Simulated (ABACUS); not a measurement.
Ru:

```
CELL_PARAMETERS angstrom
2.70580 0.00000 0.00000
-1.35290 2.34329 0.00000
0.00000 0.00000 4.28190
ATOMIC_POSITIONS crystal
Ru 0.66667 0.33333 0.75000
Ru 0.33333 0.66667 0.25000
```

* Program: ABACUS 3.10.1
* Task: single point
* Functional: PBE
* Potentials or basis: PseudoDojo NC SR 0.4.1 PBE standard
* Cutoff: 1143 eV
* Density cutoff: 4572 eV
* Basis: plane waves
* k mesh: 11 × 11 × 6
* Occupations: fermi-dirac, width 0.05 eV
* Spin: no spin polarisation

On this cell: pressure 5.1 GPa; largest force under 0.003 eV/Å; band gap on the k mesh none (metal or under the smearing width).

The same run follows on a disturbed copy (atoms moved at random, drawn with an rms of 0.05 Å):

```
Ru
1.0
     2.70580    0.00000    0.00000
    -1.35290    2.34329    0.00000
     0.00000    0.00000    4.28190
Ru
2
Direct
  0.67236 0.34385 0.74518
  0.32157 0.68043 0.24367
```

Question: What does the disturbed cell give?

Answer: The energy (extrapolated to zero smearing) moves by +4.7 meV/atom; pressure 5.3 GPa; largest force 0.351 eV/Å; band gap on the k mesh none (metal or under the smearing width).

Forces in eV/Å, atoms in the order of the input:
```
Ru  -0.339  0.050 -0.079
Ru   0.339 -0.050  0.079
```

Stress tensor (GPa, compression positive):
```
 4.97  1.04  0.05
 1.04  5.36 -0.01
 0.05 -0.01  5.50
```
